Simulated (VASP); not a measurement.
# Ge8H3 in VASP: settings compared, part 2 of 2

VASP 6.6.1.

## (4) Single point, RPBE

File INCAR:

```
SYSTEM = Ge8H3
PREC     = Accurate       ! precision mode
ENCUT    = 400            ! plane-wave cutoff, eV
EDIFF    = 1E-6           ! SCF threshold, eV
ISMEAR   = 0              ! smearing method
SIGMA    = 0.05           ! smearing width, eV
LREAL    = Auto         
LASPH    = .TRUE.         ! aspherical terms in the spheres
NELM     = 80             ! most SCF steps
ALGO     = Fast           ! electronic algorithm
ISIF     = 2              ! what is computed and relaxed
LWAVE    = .FALSE.        ! write WAVECAR
LCHARG   = .FALSE.        ! write CHGCAR
GGA      = RP             ! functional
NBANDS   = 384            ! bands
ISYM     = 0            
LUSENCCL = .FALSE.
```

File KPOINTS:

```
Automatic mesh
0
G
  1 1 1
  0 0 0
```

POSCAR is that of step 3.

The run is started by

```bash
$ cat potpaw_PBE.64/Ge_d/POTCAR potpaw_PBE.64/H/POTCAR > POTCAR
$ mpirun -np 1 vasp_gam > vasp.out
```

Wall time 4.9 min (1 × NVIDIA H100 80GB with 1 thread of AMD EPYC 7R13 (Zen 3), shared host); peak memory 2.2 GiB.

The run converged. Its results:

* Free energy: -249.9966 eV
* Largest force: 0.358 eV/Å
* Band gap on the k mesh: 0.47 eV, direct

Forces in eV/Å, atoms in the order of the input:
```
Ge  -0.080  0.000  0.117
Ge   0.095  0.003  0.107
Ge  -0.050  0.000  0.192
Ge   0.095 -0.003  0.107
Ge   0.021  0.002  0.220
Ge   0.041  0.000  0.162
Ge   0.021 -0.002  0.220
Ge  -0.012  0.000  0.243
Ge   0.026  0.005  0.128
Ge  -0.038 -0.021  0.104
Ge  -0.038  0.021  0.104
Ge  -0.020  0.002  0.111
Ge   0.035 -0.051  0.096
Ge   0.035  0.051  0.096
Ge   0.026 -0.005  0.128
Ge  -0.020 -0.002  0.111
Ge   0.003 -0.003  0.050
Ge  -0.009 -0.021  0.071
Ge  -0.009  0.021  0.071
Ge  -0.014  0.001  0.100
Ge   0.018  0.005  0.033
Ge   0.018 -0.005  0.033
Ge   0.003  0.003  0.050
Ge  -0.014 -0.001  0.100
Ge   0.002  0.000 -0.011
Ge  -0.004 -0.007 -0.016
Ge  -0.005  0.000 -0.027
Ge  -0.004  0.007 -0.016
Ge  -0.002  0.003 -0.011
Ge  -0.001  0.000 -0.006
Ge  -0.002 -0.003 -0.011
Ge   0.008  0.000 -0.026
Ge   0.005  0.000 -0.066
Ge  -0.013  0.001 -0.056
Ge  -0.003  0.000 -0.065
Ge  -0.013 -0.001 -0.056
Ge   0.010 -0.002 -0.062
Ge   0.019  0.000 -0.045
Ge   0.010  0.002 -0.062
Ge  -0.005  0.000 -0.051
Ge   0.194  0.029 -0.237
Ge  -0.244  0.006 -0.262
Ge  -0.244 -0.006 -0.262
Ge  -0.237  0.033 -0.251
Ge   0.192 -0.017 -0.258
Ge   0.192  0.017 -0.258
Ge   0.194 -0.029 -0.237
Ge  -0.237 -0.033 -0.251
H   -0.112 -0.035 -0.039
H    0.082  0.020  0.013
H   -0.077  0.009  0.017
H    0.119 -0.012 -0.056
H   -0.077 -0.009  0.017
H    0.119  0.012 -0.056
H   -0.079  0.021  0.014
H    0.134 -0.018 -0.048
H   -0.127  0.013 -0.041
H    0.086 -0.015  0.003
H   -0.127 -0.013 -0.041
H    0.086  0.015  0.003
H   -0.112  0.035 -0.039
H    0.082 -0.020  0.013
H   -0.079 -0.021  0.014
H    0.134  0.018 -0.048
H    0.038  0.000  0.073
H   -0.032  0.000  0.052
```

Levels at points of the mesh, in eV from the valence-band top:
| k point | band 342 | band 343 | band 344 | band 345 | band 346 | band 347 | band 348 | band 349 |
| --- | --- | --- | --- | --- | --- | --- | --- | --- |
| (0.00, 0.00, 0.00) | -0.36 | -0.27 | -0.22 | 0.00 | 0.47 | 0.90 | 1.09 | 1.21 |

Caveat: the PAW data sets were made with another functional, which shifts forces and pressure a little. RPBE gaps usually lie below the measured ones, often by a third to a half.

## (5) Single point, RPBE+D3(BJ)

Edit INCAR of step 4 so:

```diff
@@ -14,2 +14,3 @@
 GGA      = RP             ! functional
+IVDW     = 12             ! dispersion correction
 NBANDS   = 384            ! bands
```

KPOINTS is that of step 4.

POSCAR is that of step 4.

Potentials or basis: VASP PAW PBE potentials, release 64 (Ge_d, H).

The run is started by

```bash
$ cat potpaw_PBE.64/Ge_d/POTCAR potpaw_PBE.64/H/POTCAR > POTCAR
$ mpirun -np 1 vasp_gam > vasp.out
```

OUTCAR:

```text
SYSTEM = Ge8H3
   PREC = Accurate
   ENCUT = 400
   EDIFF = 1E-6
   ISMEAR = 0
   LREAL = Auto
   LASPH = .TRUE.
   NELM = 80
   ISIF = 2
   GGA = RP
   IVDW = 12
   ISYM = 0
 IVDW          = 12

 ion  position               nearest neighbor table
   1  0.688  0.312  0.420-   9 2.45  15 2.45   8 2.57
   2  0.811  0.682  0.420-  16 2.44  10 2.45   5 2.57
   3  0.050  0.950  0.437-  66 1.56  11 2.46  10 2.46   6 2.51
   4  0.318  0.189  0.420-  12 2.44  11 2.45   7 2.57
   5  0.967  0.535  0.456-  13 2.54   9 2.54   2 2.57
   6  0.207  0.793  0.435-  65 1.55  14 2.46  13 2.46   3 2.51
   7  0.465  0.033  0.456-  14 2.54  15 2.54   4 2.57
   8  0.536  0.464  0.456-  16 2.53  12 2.53   1 2.57
   9  0.877  0.390  0.386-   1 2.45  17 2.48  24 2.50   5 2.54
  10  0.881  0.872  0.383-   2 2.45   3 2.46  23 2.47  18 2.50
  11  0.128  0.119  0.383-   4 2.45   3 2.46  17 2.47  19 2.50
  12  0.388  0.381  0.387-   4 2.44  21 2.49  20 2.52   8 2.53
  13  0.111  0.627  0.386-  18 2.46   6 2.46  21 2.48   5 2.54
  14  0.373  0.889  0.386-  19 2.46   6 2.46  22 2.48   7 2.54
[... 32 lines left out ...]
  47  0.625  0.125  0.145-  61 1.54  62 1.54  33 2.44  39 2.44
  48  0.625  0.625  0.145-  63 1.54  64 1.54  34 2.44  40 2.45
  49  0.951  0.299  0.105-  41 1.54
  50  0.799  0.451  0.105-  41 1.54
  51  0.951  0.799  0.105-  42 1.54
  52  0.799  0.951  0.105-  42 1.54
  53  0.201  0.049  0.105-  43 1.54
  54  0.049  0.201  0.105-  43 1.54
[... 10 lines left out ...]
  65  0.235  0.765  0.498-   6 1.55
  66  0.013  0.987  0.498-   3 1.56

IMPORTANT INFORMATION: All symmetrisations will be switched off!
NOSYMM: (Re-)initialisation of all symmetry stuff for point group C_1.

----------------------------------------------------------------------------------------

                                     Primitive cell

  volume of cell :    3040.1944

  direct lattice vectors                    reciprocal lattice vectors
     8.001620336  8.001620336  0.000000000     0.062487344  0.062487344 -0.000000000
    -8.001620336  8.001620336  0.000000000    -0.062487344  0.062487344  0.000000000
     0.000000000  0.000000000 23.741900000     0.000000000 -0.000000000  0.042119628

  length of vectors
    11.316000000 11.316000000 23.741900000     0.088370449  0.088370449  0.042119628

  position of ions in fractional coordinates (direct lattice)
     0.687583522  0.312416379  0.419639207
     0.810823190  0.682082095  0.420028935
     0.049942983  0.950056606  0.437056609
     0.317917803  0.189176737  0.420028895
     0.966526943  0.535215367  0.455635851
     0.207067799  0.792932124  0.435360007
[... 58 lines left out ...]
     0.234840637  0.765159272  0.498076692
     0.012768773  0.987230974  0.497577422

  ion indices of the primitive-cell ions
   primitive index   ion index
                 1           1
                 2           2
                 3           3
                 4           4
                 5           5
                 6           6
[... 58 lines left out ...]
                65          65
                66          66

----------------------------------------------------------------------------------------

 KPOINTS: Automatic mesh

Automatic generation of k-mesh.
 Grid dimensions read from file:
 generate k-points for:    1    1    1

 Generating k-lattice:

  Cartesian coordinates                     Fractional coordinates (reciprocal lattice)
     0.062487344  0.062487344 -0.000000000     1.000000000  0.000000000  0.000000000
    -0.062487344  0.062487344  0.000000000     0.000000000  1.000000000  0.000000000
     0.000000000 -0.000000000  0.042119628     0.000000000  0.000000000  1.000000000

  Length of vectors
     0.088370449  0.088370449  0.042119628

  Shift w.r.t. Gamma in fractional coordinates (k-lattice)
     0.000000000  0.000000000  0.000000000

 Subroutine IBZKPT returns following result:
 ===========================================

 Found      1 irreducible k-points:

 Following reciprocal coordinates:
            Coordinates               Weight
  0.000000  0.000000  0.000000      1.000000
   k-points           NKPTS =      1   k-points in BZ     NKDIM =      1   number of bands    NBANDS=    384
   number of dos      NEDOS =    301   number of ions     NIONS =     66
   total plane-waves  NPLWV = ******
   dimension x,y,z NGX =    80 NGY =   80 NGZ =  160
   dimension x,y,z NGXF=   160 NGYF=  160 NGZF=  320
   ions per type =              48  18
   NGX,Y,Z   is equivalent  to a cutoff of  11.75, 11.75, 11.20 a.u.
   NGXF,Y,Z  is equivalent  to a cutoff of  23.51, 23.51, 22.41 a.u.
 SYSTEM =  Ge8H3
   PREC   = accura    normal or accurate (medium, high low for compatibility)
   ISTART =      0    job   : 0-new  1-cont  2-samecut
   ICHARG =      2    charge: 1-file 2-atom 10-const
   ISPIN  =      1    spin polarized calculation?
   LNONCOLLINEAR =      F non collinear calculations
   LSORBIT =      F    spin-orbit coupling
   LASPH  =      T    aspherical Exc in radial PAW
   ENCUT  =  400.0 eV  29.40 Ry    5.42 a.u.  18.45 18.45 38.72*2*pi/ulx,y,z
   NELM   =     80;   NELMIN=  2; NELMDL= -5     # of ELM steps
   EDIFF  = 0.1E-05   stopping-criterion for ELM
   LREAL  =      T    real-space projection
   EDIFFG = 0.1E-04   stopping-criterion for IOM
   NSW    =      0    number of steps for IOM
   IBRION =     -1    ionic relax: 0-MD 1-quasi-New 2-CG
   NFREE  =      0    steps in history (QN), initial steepest desc. (CG)
   ISIF   =      2    stress and relaxation
   ISYM   =      0    0-nonsym 1-usesym 2-fastsym
   POTIM  = 0.5000    time-step for ionic-motion
   TEBEG  =    0.0;   TEEND  =   0.0 temperature during run
   PSTRESS=    0.0 pullay stress
   NELECT =     690.0000    total number of electrons
   NUPDOWN=      -1.0000    fix difference up-down
   EMIN   =  10.00;   EMAX   =-10.00  energy-range for DOS
   EFERMI =   0.00;   METHOD = LEGACY
   ISMEAR =     0;   SIGMA  =   0.05  broadening in eV -4-tet -1-fermi 0-gaus
   EFERMI_NEDOS =   21; number of points for ismear=-14 and -15
   IALGO  =     68    algorithm
   IMIX   =      4    mixing-type and parameters
     AMIX     =   0.40;   BMIX     =  1.00
     AMIX_MAG =   1.60;   BMIX_MAG =  1.00
  volume/ion in A,a.u.               =      46.06       310.85
  Fermi-wavevector in a.u.,A,eV,Ry     =   0.998598  1.887077 13.567705  0.997198
  Thomas-Fermi vector in A             =   2.130832
   LORBIT       =      0    0 simple, 1 ext, 2 COOP (PROOUT), +10 PAW based schemes
   GGA     = RP    functional components
   LHFCALC =     F    Hartree Fock is set to
   AEXX    =    0.0000 exact exchange contribution
   IVDW    =    12    specifies the selected vdW correction
   LEPSILON=     F    determine dielectric tensor
   LRPA    =     F    only Hartree local field effects (RPA)
 non-spin polarized calculation
 RMM-DIIS sequential band-by-band and
 Gauss-broadening in eV      SIGMA  =   0.05
  energy-cutoff  :      400.00
  volume of cell :     3040.19
 maximum number of plane-waves:     27645
 NGX is ok and might be reduce to    80
   NGX = 37   NGY = 37   NGZ = 77

 number of electron     689.9999932 magnetization

 Free energy of the ion-electron system (eV)
  ---------------------------------------------------
  ext. energy  EPLUGINS =         0.00000000
  ---------------------------------------------------
  free energy    TOTEN  =      -249.99657791 eV

  energy without entropy =     -249.99657791  energy(sigma->0) =     -249.99657791

 E-fermi :  -1.0441     XC(G=0):  -4.3280

 val. band max:       -1.2793817749   @ k =   0.0000   0.0000   0.0000
 cond. band min:      -0.8130498520   @ k =   0.0000   0.0000   0.0000
 fundamental gap:      0.4663319230
 Fermi energy:        -1.0441415100

 k-point     1 :       0.0000    0.0000    0.0000
  band No.  band energies     occupation
      1     -25.9232      2.00000
      2     -25.8923      2.00000
      3     -25.8923      2.00000
      4     -25.8570      2.00000
      5     -25.8417      2.00000
      6     -25.8363      2.00000
[... 349 lines left out ...]
    356       0.7815      0.00000
    357       0.8306      0.00000
 [bands above 357 left out]

------------------------ aborting loop because EDIFF is reached ----------------------------------------

 Edisp (eV)  -54.39904

 E8    (eV) :   -34.7280

  FORCE on cell =-STRESS in cart. coord.  units (eV):
  Direction    XX          YY          ZZ          XY          YZ          ZX
  --------------------------------------------------------------------------------------
  -------------------------------------------------------------------------------------
  Total     -15.43022   -23.47015   -30.42334     0.00005    -0.00002     0.86278
  in kB      -8.13170   -12.36873   -16.03305     0.00003    -0.00001     0.45469
  external pressure =      -12.18 kB  Pullay stress =        0.00 kB

 VOLUME and BASIS-vectors are now :
 -----------------------------------------------------------------------------
  energy-cutoff  :      400.00
  volume of cell :     3040.19
      direct lattice vectors                 reciprocal lattice vectors
     8.001620336  8.001620336  0.000000000     0.062487344  0.062487344 -0.000000000
    -8.001620336  8.001620336  0.000000000    -0.062487344  0.062487344  0.000000000
     0.000000000  0.000000000 23.741900000     0.000000000 -0.000000000  0.042119628

 POSITION                                       TOTAL-FORCE (eV/Angst)
 -----------------------------------------------------------------------------------
      3.00195      8.00162      9.96303        -0.189782     -0.000004     -0.318149
      1.03014     11.94566      9.97228         0.119827      0.012992     -0.240942
     -7.20237      8.00162     10.37655         0.255574     -0.000003     -0.415375
      1.03014      4.05758      9.97228         0.119828     -0.012991     -0.240943
      3.45119     12.01637     10.81766         0.040335      0.035323     -0.304344
     -4.68786      8.00162     10.33627        -0.222486     -0.000002     -0.422448
[... 58 lines left out ...]
     -4.24341      8.00162     11.82529         0.016724     -0.000001      0.021258
     -7.79728      8.00162     11.81343        -0.015694     -0.000002      0.002050
 -----------------------------------------------------------------------------------
    total drift:                                0.010401      0.000011     -0.001722

  FREE ENERGIE OF THE ION-ELECTRON SYSTEM (eV)
  ---------------------------------------------------
  free  energy   TOTEN  =      -304.3956159742 eV

  energy  without entropy=     -304.3956159742  energy(sigma->0) =     -304.39561597
```

Run time: 4.9 min. Hardware: 1 × NVIDIA H100 80GB with 1 thread of AMD EPYC 7R13 (Zen 3), shared host; peak memory 2.1 GiB.

What came out:

```yaml
Free_energy: -304.3956 eV
Largest_force: 0.488 eV/Å
Band_gap_on_the_k_mesh: 0.47 eV, direct
Dispersion_energy_per_atom: -0.824 eV
```

Forces in eV/Å, atoms in the order of the input:
```
Ge  -0.190  0.000 -0.318
Ge   0.120  0.013 -0.241
Ge   0.256  0.000 -0.415
Ge   0.120 -0.013 -0.241
Ge   0.040  0.035 -0.304
Ge  -0.222  0.000 -0.422
Ge   0.040 -0.035 -0.304
Ge   0.007  0.000 -0.299
Ge  -0.178  0.148 -0.218
Ge   0.170  0.114 -0.246
Ge   0.170 -0.114 -0.246
Ge   0.187  0.177 -0.236
Ge  -0.211 -0.076 -0.167
Ge  -0.211  0.076 -0.167
Ge  -0.178 -0.148 -0.218
Ge   0.187 -0.177 -0.236
Ge  -0.011  0.001 -0.120
Ge   0.016  0.044  0.117
Ge   0.016 -0.044  0.117
Ge   0.010  0.041  0.030
Ge  -0.002  0.009 -0.115
Ge  -0.002 -0.009 -0.115
Ge  -0.011 -0.001 -0.120
Ge   0.010 -0.041  0.030
Ge   0.006  0.000 -0.007
Ge  -0.005 -0.002  0.070
Ge  -0.007  0.000  0.037
Ge  -0.005  0.002  0.070
Ge  -0.005  0.000  0.002
Ge   0.000  0.000  0.008
Ge  -0.005  0.000  0.002
Ge   0.008  0.000  0.064
Ge  -0.014  0.000  0.154
Ge   0.009  0.003  0.161
Ge   0.016  0.000  0.151
Ge   0.009 -0.003  0.161
Ge  -0.008 -0.001  0.161
Ge  -0.003  0.000  0.176
Ge  -0.008  0.001  0.161
Ge   0.011  0.000  0.161
Ge   0.177  0.030  0.276
Ge  -0.225  0.005  0.252
Ge  -0.225 -0.005  0.252
Ge  -0.219  0.033  0.261
Ge   0.173 -0.018  0.257
Ge   0.173  0.018  0.257
Ge   0.177 -0.030  0.276
Ge  -0.219 -0.033  0.261
H   -0.087 -0.035  0.029
H    0.057  0.020  0.081
H   -0.052  0.009  0.085
H    0.094 -0.012  0.012
H   -0.052 -0.009  0.085
H    0.094  0.012  0.012
H   -0.054  0.020  0.081
H    0.109 -0.018  0.020
H   -0.102  0.013  0.027
H    0.061 -0.014  0.071
H   -0.102 -0.013  0.027
H    0.061  0.014  0.071
H   -0.087  0.035  0.029
H    0.057 -0.020  0.081
H   -0.054 -0.020  0.081
H    0.109  0.018  0.020
H    0.017  0.000  0.021
H   -0.016  0.000  0.002
```

Levels at points of the mesh, in eV from the valence-band top:
| k point | band 341 | band 342 | band 343 | band 344 | band 345 | band 346 | band 347 | band 348 | band 349 | band 350 |
| --- | --- | --- | --- | --- | --- | --- | --- | --- | --- | --- |
| (0.00, 0.00, 0.00) | -0.43 | -0.36 | -0.27 | -0.22 | 0.00 | 0.47 | 0.90 | 1.09 | 1.21 | 1.39 |

Caveat: the PAW data sets were made with another functional, which shifts forces and pressure a little.

## (6) Single point, r2SCAN+rVV10

Edit INCAR of step 5 so:

```diff
@@ -9,3 +9,3 @@
 NELM     = 80             ! most SCF steps
-ALGO     = Fast           ! electronic algorithm
+ALGO     = Normal         ! electronic algorithm
 ISIF     = 2              ! what is computed and relaxed
@@ -13,4 +13,8 @@
 LCHARG   = .FALSE.        ! write CHGCAR
-GGA      = RP             ! functional
-IVDW     = 12             ! dispersion correction
+METAGGA  = R2SCAN         ! meta-GGA
+LMIXTAU  = .TRUE.       
+LUSE_VDW = .TRUE.       
+IVDW_NL  = 2            
+BPARAM   = 11.95        
+CPARAM   = 0.0093       
 NBANDS   = 384            ! bands
```

KPOINTS is that of step 5.

POSCAR is that of step 5.

Potentials or basis: VASP PAW PBE potentials, release 64 (Ge_d, H).

The run is started by

```bash
$ cat potpaw_PBE.64/Ge_d/POTCAR potpaw_PBE.64/H/POTCAR > POTCAR
$ mpirun -np 1 vasp_gam > vasp.out
```

Run time: 28 min. Hardware: 1 × NVIDIA H100 80GB with 1 thread of AMD EPYC 7R13 (Zen 3), shared host; peak memory 2.5 GiB.

It converged, with:

- Free energy: -690.6858 eV
- Largest force: 0.328 eV/Å
- Band gap on the k mesh: 0.59 eV, direct

Forces on the atoms (eV/Å):
```
Ge  -0.081  0.000 -0.088
Ge   0.083  0.001 -0.085
Ge  -0.020  0.000  0.032
Ge   0.083 -0.001 -0.085
Ge  -0.155 -0.009 -0.289
Ge  -0.030  0.000  0.038
Ge  -0.155  0.009 -0.289
Ge   0.124  0.000 -0.273
Ge  -0.100 -0.093  0.010
Ge   0.143 -0.043 -0.012
Ge   0.143  0.043 -0.012
Ge   0.123 -0.100  0.008
Ge  -0.055  0.040  0.005
Ge  -0.055 -0.040  0.005
Ge  -0.100  0.093  0.010
Ge   0.123  0.100  0.008
Ge   0.007  0.010 -0.011
Ge   0.004 -0.022  0.057
Ge   0.004  0.022  0.057
Ge  -0.019 -0.003  0.072
Ge   0.010  0.003 -0.009
Ge   0.010 -0.003 -0.009
Ge   0.007 -0.010 -0.011
Ge  -0.019  0.003  0.072
Ge  -0.007  0.000 -0.011
Ge  -0.002  0.002 -0.001
Ge  -0.001  0.000 -0.007
Ge  -0.002 -0.002 -0.001
Ge  -0.002 -0.004 -0.013
Ge  -0.013  0.000 -0.013
Ge  -0.002  0.004 -0.013
Ge   0.011  0.000 -0.025
Ge  -0.021  0.000 -0.047
Ge   0.017  0.000 -0.027
Ge   0.043  0.000 -0.046
Ge   0.017  0.001 -0.027
Ge  -0.034  0.000 -0.045
Ge  -0.009  0.000 -0.014
Ge  -0.034  0.000 -0.045
Ge   0.058  0.000 -0.029
Ge   0.217  0.027 -0.072
Ge  -0.269  0.003 -0.097
Ge  -0.269 -0.003 -0.097
Ge  -0.264  0.029 -0.087
Ge   0.216 -0.014 -0.094
Ge   0.216  0.014 -0.094
Ge   0.217 -0.027 -0.072
Ge  -0.264 -0.029 -0.087
H   -0.243 -0.036  0.114
H    0.213  0.022  0.171
H   -0.206  0.011  0.175
H    0.252 -0.012  0.096
H   -0.206 -0.011  0.175
H    0.252  0.012  0.096
H   -0.208  0.024  0.173
H    0.267 -0.018  0.104
H   -0.259  0.013  0.112
H    0.217 -0.017  0.161
H   -0.259 -0.013  0.112
H    0.217  0.017  0.161
H   -0.243  0.036  0.114
H    0.213 -0.022  0.171
H   -0.208 -0.024  0.173
H    0.267  0.018  0.104
H   -0.033  0.000 -0.165
H    0.068  0.000 -0.187
```

Levels at points of the mesh, in eV from the valence-band top:
| k point | band 342 | band 343 | band 344 | band 345 | band 346 | band 347 | band 348 | band 349 |
| --- | --- | --- | --- | --- | --- | --- | --- | --- |
| (0.00, 0.00, 0.00) | -0.37 | -0.27 | -0.23 | 0.00 | 0.59 | 1.04 | 1.28 | 1.35 |

Caveat: the PAW data sets were made with another functional, which shifts forces and pressure a little. r2SCAN opens gaps a little over a GGA but as a rule still falls short of measured ones.

## (7) Summary

```csv
task,level,cell,gap on the mesh (eV),largest force (eV/Å)
relaxation of the atoms,PBE+D3(BJ),atoms relaxed,0.42,-
single point,PBE,as given,0.42,0.28
single point,RPBE,as given,0.47,0.36
single point,RPBE+D3(BJ),as given,0.47,0.49
single point,r2SCAN+rVV10,as given,0.59,0.33
```

Alike in all rows: potentials or basis VASP PAW PBE potentials, release 64 (Ge_d, H); no spin polarisation; k mesh 1 × 1 × 1; cutoff (eV) 400; smearing gaussian 0.05 eV.

On the cell as given the gap runs from 0.42 eV (PBE) to 0.59 eV (r2SCAN+rVV10).

Caveats: the PAW data sets were made with another functional, which shifts forces and pressure a little (some runs).

Absolute energies hang on the potentials; compare differences alone.
